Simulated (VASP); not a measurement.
# ZnS (P6_3mc) in VASP: notebook

Runs on ZnS. Level: PBE. Tasks: single point.

Everything below comes from runs of VASP 6.6.1. Logs are shortened: lines on timing, memory, paths and dates and some standing lists are left out, and cuts for length are marked.

**Measured values to compare with.**

A printed reference work, monograph reports, for a bulk crystal of ZnS at 4 K: band gap 3.911 eV (direct).

How close the calculation comes is told below.

## (1) The cell of the first run

It takes space group P6_3mc (No. 186, hexagonal). Conventional cell: a = 4.041 Å, b = 4.041 Å, c = 11.714 Å, α = 90.00°, β = 90.00°, γ = 120.00°. Within 2.9 Å of Zn (site symmetry 3m) lie 4 S at 2.19 to 2.44 Å. Within 2.9 Å of Zn (site symmetry 3m) lie 4 S at 2.20 to 2.45 Å. Within 2.9 Å of S (site symmetry 3m) lie 4 Zn at 2.19 to 2.45 Å. S (site symmetry 3m) has 4 Zn at 2.20 to 2.44 Å within 2.9 Å.

## (2) Single point, PBE (20.70 Å³/atom)

INCAR reads:

```
PREC     = Accurate       # precision mode
ENCUT    = 520            # plane-wave cutoff, eV
EDIFF    = 1E-7           # SCF threshold, eV
ISMEAR   = 0              # smearing method
SIGMA    = 0.05           # smearing width, eV
LREAL    = False          # projectors in reciprocal space
LASPH    = True           # aspherical terms in the spheres
NELM     = 60             # most SCF steps
ALGO     = Normal         # electronic algorithm
ISIF     = 2              # what is computed and relaxed
LWAVE    = False          # write WAVECAR
LCHARG   = False          # write CHGCAR
GGA      = PE             # functional
NBANDS   = 46             # bands
```

KPOINTS reads:

```
regular mesh
0
Gamma
  9 9 4
```

POSCAR reads:

```
ZnS
1.0
    4.0406212238      0.0000000000      0.0000000000
   -2.0203106119      3.4992806269      0.0000000000
    0.0000000000      0.0000000000     11.7137609279
Zn S
4 4
Direct
    0.0000000000      0.0000000000      0.0000492057
    0.0000000000      0.0000000000      0.5000492057
    0.3333333333      0.6666666667      0.2500242903
    0.6666666667      0.3333333333      0.7500242903
    0.0000000000      0.0000000000      0.1872905901
    0.0000000000      0.0000000000      0.6872905901
    0.3333333333      0.6666666667      0.4376359138
    0.6666666667      0.3333333333      0.9376359138
```

Potentials or basis: VASP PAW PBE potentials, release 64 (Zn, S).

The run is started by

```sh
> cat potpaw_PBE.64/Zn/POTCAR potpaw_PBE.64/S/POTCAR > POTCAR
> mpirun -np 1 vasp_std > vasp.out
```

OUTCAR:

```text
PREC = Accurate
   ENCUT = 520
   EDIFF = 1E-7
   ISMEAR = 0
   LREAL = False
   LASPH = True
   NELM = 60
   ISIF = 2
   GGA = PE

 ion  position               nearest neighbor table
   1  0.000  0.000  0.000-   5 2.19   8 2.44   8 2.44   8 2.44
   2  0.000  0.000  0.500-   6 2.19   7 2.44   7 2.44   7 2.44
   3  0.333  0.667  0.250-   7 2.20   5 2.45   5 2.45   5 2.45
   4  0.667  0.333  0.750-   8 2.20   6 2.45   6 2.45   6 2.45
   5  0.000  0.000  0.187-   1 2.19   3 2.45   3 2.45   3 2.45
   6  0.000  0.000  0.687-   2 2.19   4 2.45   4 2.45   4 2.45
   7  0.333  0.667  0.438-   3 2.20   2 2.44   2 2.44   2 2.44
   8  0.667  0.333  0.938-   4 2.20   1 2.44   1 2.44   1 2.44

  LATTYP: Found a hexagonal cell.
 ALAT       =     4.0406212238
 C/A-ratio  =     2.8990000000

  Lattice vectors:

 A1 = (   4.0406212238,   0.0000000000,   0.0000000000)
 A2 = (  -2.0203106119,   3.4992806269,   0.0000000000)
 A3 = (   0.0000000000,   0.0000000000,  11.7137609279)

Analysis of symmetry for initial positions (statically):
=====================================================================
 Subroutine PRICEL returns:
 Original cell was already a primitive cell.

 Routine SETGRP: Setting up the symmetry group for a
 hexagonal supercell.

 Subroutine GETGRP returns: Found 12 space group operations
 (whereof  6 operations were pure point group operations)
 out of a pool of 24 trial point group operations.

The static configuration has the point symmetry C_3v.
 The point group associated with its full space group is C_6v.

Analysis of symmetry for dynamics (positions and initial velocities):
=====================================================================
 Subroutine PRICEL returns:
 Original cell was already a primitive cell.

 Routine SETGRP: Setting up the symmetry group for a
 hexagonal supercell.

 Subroutine GETGRP returns: Found 12 space group operations
 (whereof  6 operations were pure point group operations)
 out of a pool of 24 trial point group operations.

The dynamic configuration has the point symmetry C_3v.
 The point group associated with its full space group is C_6v.

 Subroutine INISYM returns: Found 12 space group operations
 (whereof  6 operations are pure point group operations),
 and found     1 'primitive' translations

----------------------------------------------------------------------------------------

                                     Primitive cell

  volume of cell :     165.6240

  direct lattice vectors                    reciprocal lattice vectors
     4.040621224  0.000000000  0.000000000     0.247486697  0.142886511  0.000000000
    -2.020310612  3.499280627  0.000000000     0.000000000  0.285773022  0.000000000
     0.000000000  0.000000000 11.713760928     0.000000000  0.000000000  0.085369678

  length of vectors
     4.040621224  4.040621224 11.713760928     0.285773022  0.285773022  0.085369678

  position of ions in fractional coordinates (direct lattice)
     0.000000000  0.000000000  0.000049206
     0.000000000  0.000000000  0.500049206
     0.333333333  0.666666667  0.250024290
     0.666666667  0.333333333  0.750024290
     0.000000000  0.000000000  0.187290590
     0.000000000  0.000000000  0.687290590
     0.333333333  0.666666667  0.437635914
     0.666666667  0.333333333  0.937635914

  ion indices of the primitive-cell ions
   primitive index   ion index
                 1           1
                 2           2
                 3           3
                 4           4
                 5           5
                 6           6
                 7           7
                 8           8

----------------------------------------------------------------------------------------

 KPOINTS: regular mesh

Automatic generation of k-mesh.
 Grid dimensions read from file:
 generate k-points for:    9    9    4

 Generating k-lattice:

  Cartesian coordinates                     Fractional coordinates (reciprocal lattice)
     0.027498522  0.015876279  0.000000000     0.111111111  0.000000000  0.000000000
     0.000000000  0.031752558  0.000000000     0.000000000  0.111111111  0.000000000
     0.000000000  0.000000000  0.021342420     0.000000000  0.000000000  0.250000000

  Length of vectors
     0.031752558  0.031752558  0.021342420

  Shift w.r.t. Gamma in fractional coordinates (k-lattice)
     0.000000000  0.000000000  0.000000000

 Subroutine IBZKPT returns following result:
 ===========================================

 Found     36 irreducible k-points:

 Following reciprocal coordinates:
            Coordinates               Weight
  0.000000  0.000000  0.000000      1.000000
  0.111111 -0.000000  0.000000      6.000000
  0.222222  0.000000  0.000000      6.000000
  0.333333 -0.000000  0.000000      6.000000
  0.444444  0.000000  0.000000      6.000000
  0.111111  0.111111  0.000000      6.000000
[... 16 lines left out ...]
  0.333333  0.222222  0.250000     24.000000
  0.333333  0.333333  0.250000      4.000000
 [... further k-points ...]
   k-points           NKPTS =     36   k-points in BZ     NKDIM =     36   number of bands    NBANDS=     46
   number of dos      NEDOS =    301   number of ions     NIONS =      8
   total plane-waves  NPLWV =  81000
   dimension x,y,z NGX =    30 NGY =   30 NGZ =   90
   dimension x,y,z NGXF=    60 NGYF=   60 NGZF=  180
   ions per type =               4   4
   NGX,Y,Z   is equivalent  to a cutoff of  12.34, 12.34, 12.77 a.u.
   NGXF,Y,Z  is equivalent  to a cutoff of  24.69, 24.69, 25.55 a.u.
 SYSTEM =  unknown system
   PREC   = accura    normal or accurate (medium, high low for compatibility)
   ISTART =      0    job   : 0-new  1-cont  2-samecut
   ICHARG =      2    charge: 1-file 2-atom 10-const
   ISPIN  =      1    spin polarized calculation?
   LNONCOLLINEAR =      F non collinear calculations
   LSORBIT =      F    spin-orbit coupling
   LASPH  =      T    aspherical Exc in radial PAW
   ENCUT  =  520.0 eV  38.22 Ry    6.18 a.u.   7.51  7.51 21.78*2*pi/ulx,y,z
   NELM   =     60;   NELMIN=  2; NELMDL= -5     # of ELM steps
   EDIFF  = 0.1E-06   stopping-criterion for ELM
   LREAL  =      F    real-space projection
   EDIFFG = 0.1E-05   stopping-criterion for IOM
   NSW    =      0    number of steps for IOM
   IBRION =     -1    ionic relax: 0-MD 1-quasi-New 2-CG
   NFREE  =      0    steps in history (QN), initial steepest desc. (CG)
   ISIF   =      2    stress and relaxation
   ISYM   =      2    0-nonsym 1-usesym 2-fastsym
   POTIM  = 0.5000    time-step for ionic-motion
   TEBEG  =    0.0;   TEEND  =   0.0 temperature during run
   PSTRESS=    0.0 pullay stress
   NELECT =      72.0000    total number of electrons
   NUPDOWN=      -1.0000    fix difference up-down
   EMIN   =  10.00;   EMAX   =-10.00  energy-range for DOS
   EFERMI =   0.00;   METHOD = LEGACY
   ISMEAR =     0;   SIGMA  =   0.05  broadening in eV -4-tet -1-fermi 0-gaus
   EFERMI_NEDOS =   21; number of points for ismear=-14 and -15
   IALGO  =     38    algorithm
   IMIX   =      4    mixing-type and parameters
     AMIX     =   0.40;   BMIX     =  1.00
     AMIX_MAG =   1.60;   BMIX_MAG =  1.00
  volume/ion in A,a.u.               =      20.70       139.71
  Fermi-wavevector in a.u.,A,eV,Ry     =   1.240161  2.343564 20.925735  1.537998
  Thomas-Fermi vector in A             =   2.374613
   LORBIT       =      0    0 simple, 1 ext, 2 COOP (PROOUT), +10 PAW based schemes
   GGA     = PE    functional components
   LHFCALC =     F    Hartree Fock is set to
   AEXX    =    0.0000 exact exchange contribution
   IVDW    =     0    specifies the selected vdW correction
   LEPSILON=     F    determine dielectric tensor
   LRPA    =     F    only Hartree local field effects (RPA)
 non-spin polarized calculation
 Gauss-broadening in eV      SIGMA  =   0.05
  energy-cutoff  :      520.00
  volume of cell :      165.62
 maximum number of plane-waves:      4496
 NGX is ok and might be reduce to    30
   NGX = 15   NGY = 15   NGZ = 43

 number of electron      72.0000018 magnetization

 Free energy of the ion-electron system (eV)
  ---------------------------------------------------
  ext. energy  EPLUGINS =         0.00000000
  ---------------------------------------------------
  free energy    TOTEN  =       -26.71485317 eV

  energy without entropy =      -26.71485317  energy(sigma->0) =      -26.71485317

 E-fermi :   1.9665     XC(G=0):  -9.3911

 val. band max:        1.7571378774   @ k =   0.0000   0.0000   0.0000
 cond. band min:       3.5604824964   @ k =   0.0000   0.0000   0.0000
 fundamental gap:      1.8033446190
 Fermi energy:         1.9665373670

 k-point     1 :       0.0000    0.0000    0.0000
  band No.  band energies     occupation
      1     -11.1928      2.00000
      2     -10.7083      2.00000
      3     -10.6762      2.00000
      4     -10.0995      2.00000
      5      -4.6007      2.00000
      6      -4.5926      2.00000
[... 38 lines left out ...]
     45       8.5829      0.00000
     46       8.5845      0.00000

 k-point     2 :       0.1111   -0.0000    0.0000
  band No.  band energies     occupation
      1     -11.1263      2.00000
      2     -10.6597      2.00000
      3     -10.6276      2.00000
      4     -10.0803      2.00000
      5      -4.5948      2.00000
      6      -4.5825      2.00000
[... 38 lines left out ...]
     45       8.1772      0.00000
     46       8.4311      0.00000

 k-point     3 :       0.2222    0.0000    0.0000
  band No.  band energies     occupation
      1     -10.9428      2.00000
      2     -10.5318      2.00000
      3     -10.4999      2.00000
      4     -10.0401      2.00000
      5      -4.5870      2.00000
      6      -4.5525      2.00000
[... 1018 lines left out ...]
     45       8.8782      0.00000
     46       9.2613      0.00000

 k-point    24 :       0.3333    0.3333    0.2500
  band No.  band energies     occupation
      1     -10.2225      2.00000
      2     -10.1996      2.00000
      3     -10.1712      2.00000
      4     -10.1712      2.00000
      5      -4.4966      2.00000
      6      -4.4687      2.00000
[... 38 lines left out ...]
     45       8.4238      0.00000
     46       9.6000      0.00000

 [... further k-points ...]

------------------------ aborting loop because EDIFF is reached ----------------------------------------

  FORCE on cell =-STRESS in cart. coord.  units (eV):
  Direction    XX          YY          ZZ          XY          YZ          ZX
  --------------------------------------------------------------------------------------
  -------------------------------------------------------------------------------------
  Total       -5.5575660     -5.5575660     11.9229588      0.0000000      0.0000000     -0.0000000
  in kB      -53.7615703    -53.7615703    115.3377183      0.0000000      0.0000000     -0.0000000
  external PRESSURE =       2.6048592 kB  Pullay stress =       0.0000000 kB

 VOLUME and BASIS-vectors are now :
 -----------------------------------------------------------------------------
  energy-cutoff  :      520.00
  volume of cell :      165.62
      direct lattice vectors                 reciprocal lattice vectors
     4.040621224  0.000000000  0.000000000     0.247486697  0.142886511  0.000000000
    -2.020310612  3.499280627  0.000000000     0.000000000  0.285773022  0.000000000
     0.000000000  0.000000000 11.713760928     0.000000000  0.000000000  0.085369678

 POSITION                                       TOTAL-FORCE (eV/Angst)
 -----------------------------------------------------------------------------------
      0.00000      0.00000      0.00058         0.000000     -0.000000     -1.036547
      0.00000      0.00000      5.85746        -0.000000      0.000000     -1.036547
     -0.00000      2.33285      2.92872         0.000000     -0.000000     -1.004555
      2.02031      1.16643      8.78561        -0.000000      0.000000     -1.004555
      0.00000      0.00000      2.19388        -0.000000      0.000000      1.004669
      0.00000      0.00000      8.05076         0.000000     -0.000000      1.004669
     -0.00000      2.33285      5.12636         0.000000      0.000000      1.036433
      2.02031      1.16643     10.98324        -0.000000     -0.000000      1.036433
 -----------------------------------------------------------------------------------
    total drift:                               -0.000002     -0.000003     -0.000429

  FREE ENERGIE OF THE ION-ELECTRON SYSTEM (eV)
  ---------------------------------------------------
  free  energy   TOTEN  =       -26.7148531680 eV

  energy  without entropy=      -26.7148531680  energy(sigma->0) =      -26.71485317
```

Run time: 7.1 min. Hardware: 1 thread of AMD EPYC 7R32 (Zen 2), shared host; peak memory 0.36 GiB.

Results:

```yaml
Free_energy: -26.7149 eV
Pressure: 0.3 GPa
Largest_force: 1.037 eV/Å
Band_gap_on_the_k_mesh: 1.80 eV
```

Forces in eV/Å, atoms in the order of the input:
```
Zn   0.000  0.000 -1.037
Zn   0.000  0.000 -1.037
Zn   0.000  0.000 -1.005
Zn   0.000  0.000 -1.005
S    0.000  0.000  1.005
S    0.000  0.000  1.005
S    0.000  0.000  1.036
S    0.000  0.000  1.036
```

Stress tensor (GPa, compression positive):
```
-5.38  0.00  0.00
 0.00 -5.38  0.00
 0.00  0.00 11.53
```

Levels at points of the mesh, in eV from the valence-band top:
```csv
k point,band 34,band 35,band 36,band 37,band 38,band 39
"(0.00, 0.00, 0.00)",-0.16,-0.16,0.00,1.80,2.33,2.76
"(0.00, 0.00, 0.50)",-0.35,-0.35,-0.35,2.49,2.49,2.67
```

Caveat: the stress differs along the axes, from -5 to 12 GPa; forces of over 1 eV/Å act on the atoms, so gaps and moduli don't describe the material at rest.

(Continued in part 2 of 2.)
